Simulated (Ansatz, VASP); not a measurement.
# FeSi in VASP and in Ansatz

```
Fe Si
1.0
     2.72152    0.00000    0.00000
     0.00000    2.72152    0.00000
     0.00000    0.00000    2.72152
Fe Si
1 1
Direct
  0.50000 0.50000 0.50000
  0.00000 0.00000 0.00000
```

Alike in both runs: task single point; functional PBE; k mesh 16 × 16 × 16; occupations gaussian, width 0.05 eV; no spin polarisation.

```csv
,VASP,Ansatz
version,VASP 6.6.1,Ansatz 0.2.0
potentials or method,"VASP PAW PBE potentials, release 64 (Fe, Si)","scalar-relativistic, plane waves, PAW"
plane-wave cutoff (eV),520,420
valence electrons in the cell,12,20
```

```csv
,VASP,Ansatz,Ansatz less VASP
gap on the k mesh at the Fermi level (eV),none,none,-
pressure (GPa),11.0,10.9,-0.15
```

A gap of «none» marks a metal or a gap that the smearing closes. The functional is the same, so the differences come from potentials, cutoffs and numerics. The two sets of potentials don't hold the same shells in valence.

Spin polarisation is off, so any magnetic state and its effect on volume and gap are missing.
